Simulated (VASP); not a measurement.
Wanted: the native input for a VASP 6.6.1 run.

| Property | Result |
| --- | --- |
| Task | relaxation of the atoms |
| Functional | PBE |
| Potentials or basis | VASP PAW PBE potentials, release 64 (Te, Pb_d) |
| Cutoff | 600 eV |
| k mesh | 8 × 8 × 8 |
| Occupations | gaussian, width 0.03 eV |
| Spin | no spin polarisation |
| Further INCAR settings | ALGO = Normal; EDIFF = 1e-07; IBRION = 2; EDIFFG = -0.01; NSW = 40 |

The structure of TePb lies in POSCAR:

```
TePb                                    
1.0
    0.0000000000      3.2620522046      3.2620522046
    3.2620522046      0.0000000000      3.2620522046
    3.2620522046      3.2620522046      0.0000000000
  Te              Pb            
     1     1
Direct
     0.5000000000000000    0.5000000000000000    0.5000000000000000
     0.0000000000000000    0.0000000000000000    0.0000000000000000
```

The cell isn't the ideal one: a relaxed cell with its volume scaled by 0.98.

One way to write it, as run:

INCAR

```
ALGO     = Normal         # electronic algorithm
EDIFF    = 1E-7           # SCF threshold, eV
EDIFFG   = -0.01          # ionic threshold
ENCUT    = 600            # plane-wave cutoff, eV
GGA      = PE             # functional
IBRION   = 2              # ionic algorithm
ISIF     = 2              # what is computed and relaxed
ISMEAR   = 0              # smearing method
LASPH    = T              # aspherical terms in the spheres
LCHARG   = F              # write CHGCAR
LREAL    = F              # projectors in reciprocal space
LWAVE    = F              # write WAVECAR
NELM     = 80             # most SCF steps
NSW      = 40             # ionic steps
PREC     = Accurate       # precision mode
SIGMA    = 0.03           # smearing width, eV
```

KPOINTS

```
k-points
0
Gamma
  8 8 8
```

Potentials or basis: VASP PAW PBE potentials, release 64 (Te, Pb_d).

Command:

```bash
$ cat potpaw_PBE.64/Te/POTCAR potpaw_PBE.64/Pb_d/POTCAR > POTCAR
$ mpirun -np 1 vasp_std > vasp.out
```

Results of the run:

| Item | Value |
| --- | --- |
| Pressure after relaxing | 0.8 GPa |
| Band gap on the k mesh | 0.79 eV, direct |

Caveat: the relaxation stopped at its first step, so nothing moved; spin-orbit coupling is left out, which as a rule narrows the gap of such compounds by several tenths of an eV.

Run time: 33 s on 1 thread of Intel(R) Xeon(R) Platinum 8488C (Sapphire Rapids) (shared host), peak memory 0.25 GiB.
